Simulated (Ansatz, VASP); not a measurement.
Ti: VASP beside Ansatz

```
CELL_PARAMETERS angstrom
2.93858 0.00000 0.00000
-1.46929 2.54489 0.00000
0.00000 0.00000 4.65043
ATOMIC_POSITIONS crystal
Ti 0.33333 0.66667 0.25000
Ti 0.66667 0.33333 0.75000
```

Alike in both runs: functional PBE; k mesh 18 × 18 × 10; occupations gaussian, width 0.1 eV; no spin polarisation.

Ansatz relaxed the structure, and its values are those at the end. VASP's run is a single point on that final structure, the one shown.

|  | VASP | Ansatz |
| --- | --- | --- |
| version | VASP 6.6.1 | Ansatz 0.2.0 |
| potentials or method | VASP PAW PBE potentials, release 64 (Ti_sv) | scalar-relativistic, plane waves, PAW |
| plane-wave cutoff (eV) | 520 | 420 |
| valence electrons in the cell | 24 | 24 |

```tsv
	VASP	Ansatz	Ansatz less VASP
gap on the k mesh at the Fermi level (eV)	none	none	-
pressure (GPa)	-0.6	0.0	+0.65
```

A gap of «none» marks a metal or a gap that the smearing closes. The functional is the same, so the differences come from potentials, cutoffs and numerics.
